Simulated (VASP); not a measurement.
# Li2S (Fm-3m) in VASP: equation of state

Aim: energy against volume of Li2S in PBE, for its equilibrium volume and stiffness.

All numbers are computed with VASP 6.6.1; they aren't measurements. Logs are shortened: lines on timing, memory, paths and dates and some standing lists are left out, and cuts for length are marked.

## (1) The structure

The structure is cubic, space group Fm-3m (No. 225). Conventional cell: a = 5.689 Å, b = 5.689 Å, c = 5.689 Å, α = 90.00°, β = 90.00°, γ = 90.00°. Around S (site symmetry m-3m) lie 8 Li at 2.46 Å. Around Li (site symmetry -43m) lie 4 S at 2.46 Å.

## (2) Equation of state, PBE, 14.42 Å³/atom (volume scaled by 0.94)

INCAR reads:

```
SYSTEM = Li2S
PREC = Accurate ; ENCUT = 520
EDIFF = 1E-7 ; ISMEAR = -1
SIGMA = 0.05 ; LREAL = .FALSE.
LASPH = .TRUE. ; NELM = 80
ALGO = Normal ; ISIF = 2
LWAVE = .FALSE. ; LCHARG = .FALSE.
GGA = PE ; NBANDS = 13
```

KPOINTS reads:

```
regular mesh
0
G
  8 8 8
  0 0 0
```

POSCAR reads:

```
Li2S
1.0
    0.0000000000      2.7864326862      2.7864326862
    2.7864326862      0.0000000000      2.7864326862
    2.7864326862      2.7864326862      0.0000000000
S Li
1 2
Direct
    0.0000000000      0.0000000000      0.0000000000
    0.7500000000      0.7500000000      0.7500000000
    0.2500000000      0.2500000000      0.2500000000
```

Potentials or basis: VASP PAW PBE potentials, release 64 (S, Li_sv).

The run is started by

```bash
cat potpaw_PBE.64/S/POTCAR potpaw_PBE.64/Li_sv/POTCAR > POTCAR
mpirun -np 1 vasp_std > vasp.out
```

OUTCAR:

```text
SYSTEM = Li2S
   PREC = Accurate
   ENCUT = 520
   EDIFF = 1E-7
   ISMEAR = -1
   LREAL = .FALSE.
   LASPH = .TRUE.
   NELM = 80
   ISIF = 2
   GGA = PE

 ion  position               nearest neighbor table
   1  0.000  0.000  0.000-   2 2.41   2 2.41   2 2.41   2 2.41   3 2.41   3 2.41   3 2.41   3 2.41

   2  0.750  0.750  0.750-   1 2.41   1 2.41   1 2.41   1 2.41
   3  0.250  0.250  0.250-   1 2.41   1 2.41   1 2.41   1 2.41

  LATTYP: Found a face centered cubic cell.
 ALAT       =     5.5728653724

  Lattice vectors:

 A1 = (   0.0000000000,   2.7864326862,   2.7864326862)
 A2 = (   2.7864326862,   0.0000000000,   2.7864326862)
 A3 = (   2.7864326862,   2.7864326862,   0.0000000000)

Analysis of symmetry for initial positions (statically):
=====================================================================
 Subroutine PRICEL returns:
 Original cell was already a primitive cell.

 Routine SETGRP: Setting up the symmetry group for a
 face centered cubic supercell.

 Subroutine GETGRP returns: Found 48 space group operations
 (whereof 48 operations were pure point group operations)
 out of a pool of 48 trial point group operations.

The static configuration has the point symmetry O_h .

Analysis of symmetry for dynamics (positions and initial velocities):
=====================================================================
 Subroutine PRICEL returns:
 Original cell was already a primitive cell.

 Routine SETGRP: Setting up the symmetry group for a
 face centered cubic supercell.

 Subroutine GETGRP returns: Found 48 space group operations
 (whereof 48 operations were pure point group operations)
 out of a pool of 48 trial point group operations.

The dynamic configuration has the point symmetry O_h .

 Subroutine INISYM returns: Found 48 space group operations
 (whereof 48 operations are pure point group operations),
 and found     1 'primitive' translations

----------------------------------------------------------------------------------------

                                     Primitive cell

  volume of cell :      43.2689

  direct lattice vectors                    reciprocal lattice vectors
     0.000000000  2.786432686  2.786432686    -0.179440904  0.179440904  0.179440904
     2.786432686  0.000000000  2.786432686     0.179440904 -0.179440904  0.179440904
     2.786432686  2.786432686  0.000000000     0.179440904  0.179440904 -0.179440904

  length of vectors
     3.940610895  3.940610895  3.940610895     0.310800763  0.310800763  0.310800763

  position of ions in fractional coordinates (direct lattice)
     0.000000000  0.000000000  0.000000000
     0.750000000  0.750000000  0.750000000
     0.250000000  0.250000000  0.250000000

  ion indices of the primitive-cell ions
   primitive index   ion index
                 1           1
                 2           2
                 3           3

----------------------------------------------------------------------------------------

 KPOINTS: regular mesh

Automatic generation of k-mesh.
 Grid dimensions read from file:
 generate k-points for:    8    8    8

 Generating k-lattice:

  Cartesian coordinates                     Fractional coordinates (reciprocal lattice)
    -0.022430113  0.022430113  0.022430113     0.125000000  0.000000000  0.000000000
     0.022430113 -0.022430113  0.022430113     0.000000000  0.125000000  0.000000000
     0.022430113  0.022430113 -0.022430113     0.000000000  0.000000000  0.125000000

  Length of vectors
     0.038850095  0.038850095  0.038850095

  Shift w.r.t. Gamma in fractional coordinates (k-lattice)
     0.000000000  0.000000000  0.000000000

 Subroutine IBZKPT returns following result:
 ===========================================

 Found     29 irreducible k-points:

 Following reciprocal coordinates:
            Coordinates               Weight
  0.000000  0.000000  0.000000      1.000000
  0.125000  0.000000  0.000000      8.000000
  0.250000  0.000000  0.000000      8.000000
  0.375000  0.000000  0.000000      8.000000
  0.500000  0.000000  0.000000      4.000000
  0.125000  0.125000  0.000000      6.000000
[... 21 lines left out ...]
 -0.375000  0.500000  0.125000     12.000000
 -0.250000  0.500000  0.250000      6.000000
   k-points           NKPTS =     29   k-points in BZ     NKDIM =     29   number of bands    NBANDS=     13
   number of dos      NEDOS =    301   number of ions     NIONS =      3
   total plane-waves  NPLWV =  27000
   dimension x,y,z NGX =    30 NGY =   30 NGZ =   30
   dimension x,y,z NGXF=    60 NGYF=   60 NGZF=   60
   ions per type =               1   2
   NGX,Y,Z   is equivalent  to a cutoff of  12.66, 12.66, 12.66 a.u.
   NGXF,Y,Z  is equivalent  to a cutoff of  25.31, 25.31, 25.31 a.u.
 SYSTEM =  Li2S
   PREC   = accura    normal or accurate (medium, high low for compatibility)
   ISTART =      0    job   : 0-new  1-cont  2-samecut
   ICHARG =      2    charge: 1-file 2-atom 10-const
   ISPIN  =      1    spin polarized calculation?
   LNONCOLLINEAR =      F non collinear calculations
   LSORBIT =      F    spin-orbit coupling
   LASPH  =      T    aspherical Exc in radial PAW
   ENCUT  =  520.0 eV  38.22 Ry    6.18 a.u.   7.33  7.33  7.33*2*pi/ulx,y,z
   NELM   =     80;   NELMIN=  2; NELMDL= -5     # of ELM steps
   EDIFF  = 0.1E-06   stopping-criterion for ELM
   LREAL  =      F    real-space projection
   EDIFFG = 0.1E-05   stopping-criterion for IOM
   NSW    =      0    number of steps for IOM
   IBRION =     -1    ionic relax: 0-MD 1-quasi-New 2-CG
   NFREE  =      0    steps in history (QN), initial steepest desc. (CG)
   ISIF   =      2    stress and relaxation
   ISYM   =      2    0-nonsym 1-usesym 2-fastsym
   POTIM  = 0.5000    time-step for ionic-motion
   TEBEG  =    0.0;   TEEND  =   0.0 temperature during run
   PSTRESS=    0.0 pullay stress
   NELECT =      12.0000    total number of electrons
   NUPDOWN=      -1.0000    fix difference up-down
   EMIN   =  10.00;   EMAX   =-10.00  energy-range for DOS
   EFERMI =   0.00;   METHOD = LEGACY
   ISMEAR =    -1;   SIGMA  =   0.05  broadening in eV -4-tet -1-fermi 0-gaus
   EFERMI_NEDOS =   21; number of points for ismear=-14 and -15
   IALGO  =     38    algorithm
   IMIX   =      4    mixing-type and parameters
     AMIX     =   0.40;   BMIX     =  1.00
     AMIX_MAG =   1.60;   BMIX_MAG =  1.00
  volume/ion in A,a.u.               =      14.42        97.33
  Fermi-wavevector in a.u.,A,eV,Ry     =   1.067604  2.017478 15.507613  1.139777
  Thomas-Fermi vector in A             =   2.203225
   LORBIT       =      0    0 simple, 1 ext, 2 COOP (PROOUT), +10 PAW based schemes
   GGA     = PE    functional components
   LHFCALC =     F    Hartree Fock is set to
   AEXX    =    0.0000 exact exchange contribution
   IVDW    =     0    specifies the selected vdW correction
   LEPSILON=     F    determine dielectric tensor
   LRPA    =     F    only Hartree local field effects (RPA)
 non-spin polarized calculation
  energy-cutoff  :      520.00
  volume of cell :       43.27
 maximum number of plane-waves:      1211
 NGX is ok and might be reduce to    30
   NGX = 15   NGY = 15   NGZ = 15

 number of electron      12.0000022 magnetization

 Free energy of the ion-electron system (eV)
  ---------------------------------------------------
  ext. energy  EPLUGINS =         0.00000000
  ---------------------------------------------------
  free energy    TOTEN  =       -11.96462728 eV

  energy without entropy =      -11.96462728  energy(sigma->0) =      -11.96462728

 E-fermi :   2.8709     XC(G=0):  -8.7616

 val. band max:        1.8894458516   @ k =   0.0000   0.0000   0.0000
 cond. band min:       5.2274591401   @ k =   0.5000   0.5000   0.0000
 fundamental gap:      3.3380132885
 Fermi energy:         2.8709147491

 k-point     1 :       0.0000    0.0000    0.0000
  band No.  band energies     occupation
      1     -42.1750      2.00000
      2     -42.1199      2.00000
      3      -9.3169      2.00000
      4       1.8894      2.00000
      5       1.8894      2.00000
      6       1.8894      2.00000
      7       6.5157      0.00000
      8       8.1437      0.00000
      9       8.1437      0.00000
     10       8.1437      0.00000
     11      13.2406      0.00000
     12      13.2406      0.00000
     13      14.6547      0.00000

 k-point     2 :       0.1250    0.0000    0.0000
  band No.  band energies     occupation
      1     -42.1728      2.00000
      2     -42.1216      2.00000
      3      -9.2541      2.00000
      4       1.2501      2.00000
      5       1.7919      2.00000
      6       1.7919      2.00000
      7       6.9403      0.00000
      8       8.3958      0.00000
      9       8.3958      0.00000
     10       8.5573      0.00000
     11      12.2700      0.00000
     12      12.2700      0.00000
     13      14.8363      0.00000

 k-point     3 :       0.2500    0.0000    0.0000
  band No.  band energies     occupation
      1     -42.1662      2.00000
      2     -42.1272      2.00000
      3      -9.0920      2.00000
      4       0.0785      2.00000
      5       1.5823      2.00000
      6       1.5823      2.00000
      7       7.5773      0.00000
      8       8.7356      0.00000
      9       8.7356      0.00000
     10       9.5390      0.00000
     11      11.9078      0.00000
     12      11.9078      0.00000
     13      15.3697      0.00000
[... 385 lines left out ...]
 k-point    28 :      -0.3750    0.5000    0.1250
  band No.  band energies     occupation
      1     -42.1522      2.00000
      2     -42.1392      2.00000
      3      -8.6841      2.00000
      4      -0.3179      2.00000
      5       0.1291      2.00000
      6       0.2064      2.00000
      7       6.0607      0.00000
      8       9.6732      0.00000
      9      11.4256      0.00000
     10      12.9526      0.00000
     11      13.7119      0.00000
     12      14.7395      0.00000
     13      15.0628      0.00000

 k-point    29 :      -0.2500    0.5000    0.2500
  band No.  band energies     occupation
      1     -42.1457      2.00000
      2     -42.1457      2.00000
      3      -8.6768      2.00000
      4      -0.0714      2.00000
      5      -0.0714      2.00000
      6      -0.0486      2.00000
      7       7.4498      0.00000
      8       9.4075      0.00000
      9      11.0483      0.00000
     10      11.0483      0.00000
     11      14.3573      0.00000
     12      14.3573      0.00000
     13      14.8213      0.00000

------------------------ aborting loop because EDIFF is reached ----------------------------------------

  FORCE on cell =-STRESS in cart. coord.  units (eV):
  Direction    XX          YY          ZZ          XY          YZ          ZX
  --------------------------------------------------------------------------------------
  -------------------------------------------------------------------------------------
  Total        0.8645934      0.8645934      0.8645934     -0.0000000      0.0000000     -0.0000000
  in kB       32.0145068     32.0145068     32.0145068     -0.0000000      0.0000000     -0.0000000
  external PRESSURE =      32.0145068 kB  Pullay stress =       0.0000000 kB

 VOLUME and BASIS-vectors are now :
 -----------------------------------------------------------------------------
  energy-cutoff  :      520.00
  volume of cell :       43.27
      direct lattice vectors                 reciprocal lattice vectors
     0.000000000  2.786432686  2.786432686    -0.179440904  0.179440904  0.179440904
     2.786432686  0.000000000  2.786432686     0.179440904 -0.179440904  0.179440904
     2.786432686  2.786432686  0.000000000     0.179440904  0.179440904 -0.179440904

 POSITION                                       TOTAL-FORCE (eV/Angst)
 -----------------------------------------------------------------------------------
      0.00000      0.00000      0.00000         0.000000     -0.000000      0.000000
      4.17965      4.17965      4.17965         0.000000     -0.000000      0.000000
      1.39322      1.39322      1.39322        -0.000000      0.000000     -0.000000
 -----------------------------------------------------------------------------------
    total drift:                                0.000000     -0.000000      0.000000

  FREE ENERGIE OF THE ION-ELECTRON SYSTEM (eV)
  ---------------------------------------------------
  free  energy   TOTEN  =       -11.9646272820 eV

  energy  without entropy=      -11.9646272819  energy(sigma->0) =      -11.96462728
```

Wall time 26 s (1 thread of AMD EPYC 7R13 (Zen 3), shared host); peak memory 0.13 GiB.

Results:

* Free energy: -11.9646 eV
* Band gap on the k mesh: 3.34 eV, indirect (least direct gap 4.63 eV)

Caveat: the cutoff is under 1.25 times the usual one of these potentials, so pressure, stress and relaxed cells hold a basis-set (Pulay) error.

## (3) Equation of state, PBE, 14.73 Å³/atom (volume scaled by 0.96)

INCAR reads:

```
SYSTEM = Li2S
  ALGO = Normal
  EDIFF = 1E-7
  ENCUT = 520
  GGA = PE
  ISIF = 2
  ISMEAR = -1
  LASPH = .True.
  LCHARG = .False.
  LREAL = .False.
  LWAVE = .False.
  NBANDS = 13
  NELM = 60
  PREC = Accurate
  SIGMA = 0.05
```

KPOINTS reads:

```
k-points
0
Gamma
  8 8 8
  0 0 0
```

POSCAR reads:

```
Li2S
1.0
    0.0000000000      2.8060560982      2.8060560982
    2.8060560982      0.0000000000      2.8060560982
    2.8060560982      2.8060560982      0.0000000000
S Li
1 2
Direct
    0.0000000000      0.0000000000      0.0000000000
    0.7500000000      0.7500000000      0.7500000000
    0.2500000000      0.2500000000      0.2500000000
```

Potentials or basis: VASP PAW PBE potentials, release 64 (S, Li_sv).

The run is started by

```bash
cat potpaw_PBE.64/S/POTCAR potpaw_PBE.64/Li_sv/POTCAR > POTCAR
mpirun -np 1 vasp_std > vasp.out
```

Run time: 29 s. Hardware: 1 thread of AMD EPYC 7R13 (Zen 3), shared host; peak memory 0.13 GiB.

It converged, with:

```yaml
Free_energy: -11.9806 eV
Band_gap_on_the_k_mesh: 3.36 eV, indirect (least direct gap 4.51 eV)
```

Caveat: the cutoff is under 1.25 times the usual one of these potentials, so pressure, stress and relaxed cells hold a basis-set (Pulay) error.

## (4) Equation of state, PBE, 15.04 Å³/atom (volume scaled by 0.98)

INCAR reads:

```
PREC = Accurate
ENCUT = 520
EDIFF = 1E-7
ISMEAR = -1
SIGMA = 0.05
LREAL = F
LASPH = T
NELM = 80
ALGO = Normal
ISIF = 2
LWAVE = F
LCHARG = F
GGA = PE
NBANDS = 13
```

KPOINTS reads:

```
regular mesh
0
Gamma
  8 8 8
```

POSCAR reads:

```
Li2S
1.0
    0.0000000000      2.8254088207      2.8254088207
    2.8254088207      0.0000000000      2.8254088207
    2.8254088207      2.8254088207      0.0000000000
S Li
1 2
Direct
    0.0000000000      0.0000000000      0.0000000000
    0.7500000000      0.7500000000      0.7500000000
    0.2500000000      0.2500000000      0.2500000000
```

The run is started by

```bash
cat potpaw_PBE.64/S/POTCAR potpaw_PBE.64/Li_sv/POTCAR > POTCAR
mpirun -np 1 vasp_std > vasp.out
```

It took 25 s on 1 thread of AMD EPYC 7R13 (Zen 3), shared host; peak memory 0.13 GiB.

The run converged. Its results:

```
Free energy            : -11.9908 eV
Band gap on the k mesh : 3.37 eV, indirect (least direct gap 4.40 eV)
```

Caveat: the cutoff is under 1.25 times the usual one of these potentials, so pressure, stress and relaxed cells hold a basis-set (Pulay) error.

## (5) Equation of state, PBE, 15.65 Å³/atom (volume scaled by 1.02)

INCAR reads:

```
SYSTEM = Li2S
PREC     = Accurate       ! precision mode
ENCUT    = 520            ! plane-wave cutoff, eV
EDIFF    = 1E-7           ! SCF threshold, eV
ISMEAR   = -1             ! smearing method
SIGMA    = 0.05           ! smearing width, eV
LREAL    = .FALSE.        ! projectors in reciprocal space
LASPH    = .TRUE.         ! aspherical terms in the spheres
NELM     = 80             ! most SCF steps
ALGO     = Normal         ! electronic algorithm
ISIF     = 2              ! what is computed and relaxed
LWAVE    = .FALSE.        ! write WAVECAR
LCHARG   = .FALSE.        ! write CHGCAR
GGA      = PE             ! functional
NBANDS   = 13             ! bands
```

KPOINTS reads:

```
Automatic mesh
0
G
  8 8 8
  0 0 0
```

POSCAR reads:

```
Li2S
1.0
    0.0000000000      2.8633382973      2.8633382973
    2.8633382973      0.0000000000      2.8633382973
    2.8633382973      2.8633382973      0.0000000000
S Li
1 2
Direct
    0.0000000000      0.0000000000      0.0000000000
    0.7500000000      0.7500000000      0.7500000000
    0.2500000000      0.2500000000      0.2500000000
```

The run is started by

```bash
cat potpaw_PBE.64/S/POTCAR potpaw_PBE.64/Li_sv/POTCAR > POTCAR
mpirun -np 1 vasp_std > vasp.out
```

It took 25 s on 1 thread of AMD EPYC 7R13 (Zen 3), shared host; peak memory 0.13 GiB.

Results (log left out):

| Property | Result |
| --- | --- |
| Free energy | -11.9954 eV |
| Band gap on the k mesh | 3.40 eV, indirect (least direct gap 4.20 eV) |

Caveat: the cutoff is under 1.25 times the usual one of these potentials, so pressure, stress and relaxed cells hold a basis-set (Pulay) error.

(Continued in part 2 of 2.)
